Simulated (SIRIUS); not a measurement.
Wanted: the native input for a SIRIUS 7.10.0 run.

```yaml
Task: single point
Functional: PBE
Potentials_or_basis: PseudoDojo 0.4.1 PBE standard (scalar relativistic)
Cutoff: 1152 eV
Density_cutoff: 4606 eV
k_mesh: 6 × 6 × 4
Occupations: fermi-dirac, width 0.05 eV
Spin: no spin polarisation
Libxc_names: "[\"XC_GGA_X_PBE\", \"XC_GGA_C_PBE\"]"
Energy_tol: 1e-08 Ha
Density_tol: 1e-06
Mixer: anderson
Mixing_beta: 0.7
Max_scf: 100
Radial_cutoff_for_the_potentials'_integrals: 6.5 bohr
```

SiO2:

```
Si O
1.0
     4.97559    0.00000    0.00000
     0.00000    4.97559    0.00000
     0.00000    0.00000    6.90089
Si O
4 8
Direct
  0.80325 0.80325 0.50000
  0.69675 0.30325 0.25000
  0.30325 0.69675 0.75000
  0.19675 0.19675 0.00000
  0.76176 0.11039 0.43204
  0.88961 0.23824 0.06796
  0.11039 0.76176 0.56796
  0.26176 0.38961 0.81796
  0.23824 0.88961 0.93204
  0.73824 0.61039 0.31796
  0.38961 0.26176 0.18204
  0.61039 0.73824 0.68204
```

The cell comes from a database or a generator and needn't be the stable form of this composition.

These files were run (other wordings do the same):

sirius.json

```json
{
  "control": {
    "processing_unit": "cpu",
    "verbosity": 2,
    "num_bands_to_print": 44,
    "print_forces": true,
    "print_stress": true
  },
  "parameters": {
    "electronic_structure_method": "pseudopotential",
    "xc_functionals": ["XC_GGA_X_PBE", "XC_GGA_C_PBE"],
    "gk_cutoff": 9.2,
    "pw_cutoff": 18.4,
    "ngridk": [6, 6, 4],
    "shiftk": [0, 0, 0],
    "smearing": "fermi_dirac",
    "smearing_width": 0.0018374661,
    "num_bands": 44,
    "num_mag_dims": 0,
    "num_dft_iter": 100,
    "energy_tol": 1e-08,
    "density_tol": 1e-06
  },
  "iterative_solver": {
    "type": "davidson",
    "min_tolerance": 1e-09,
    "tolerance_scale": [0.1, 0.25]
  },
  "mixer": {
    "type": "anderson",
    "beta": 0.7,
    "max_history": 8
  },
  "settings": {
    "tol_ne": 1e-10,
    "pseudo_grid_cutoff": 6.5
  },
  "unit_cell": {
    "lattice_vectors": [
      [9.40250017855, 0.0, 0.0],
      [0.0, 9.40250017855, 0.0],
      [0.0, 0.0, 13.040791057922]
    ],
    "atom_coordinate_units": "lattice",
    "atom_types": ["Si", "O"],
    "atom_files": {
      "Si": "Si.json",
      "O": "O.json"
    },
    "atoms": {
      "Si": [
        [0.80324656, 0.80324656, 0.5],
        [0.69675344, 0.30324656, 0.25],
        [0.30324656, 0.69675344, 0.75],
        [0.19675344, 0.19675344, 0.0]
      ],
      "O": [
        [0.76175763, 0.11038707, 0.43204156],
        [0.88961293, 0.23824237, 0.06795844],
        [0.11038707, 0.76175763, 0.56795844],
        [0.26175763, 0.38961293, 0.81795844],
        [0.23824237, 0.88961293, 0.93204156],
        [0.73824237, 0.61038707, 0.31795844],
        [0.38961293, 0.26175763, 0.18204156],
        [0.61038707, 0.73824237, 0.68204156]
      ]
    }
  }
}
```

Potentials or basis: PseudoDojo 0.4.1 PBE standard (scalar relativistic).

Command:

```sh
$ upf_to_json Si.upf
$ upf_to_json O.upf
$ OMP_NUM_THREADS=1 sirius.scf --input=sirius.json --output=out.json --task=0
```

It gave:

```yaml
Pressure: 4.2 GPa
Largest_force: 0.235 eV/Å
Band_gap_on_the_k_mesh: 5.77 eV
```

It took 15 min on 1 thread of Arm Neoverse V2 (shared host), peak memory 2.3 GiB.
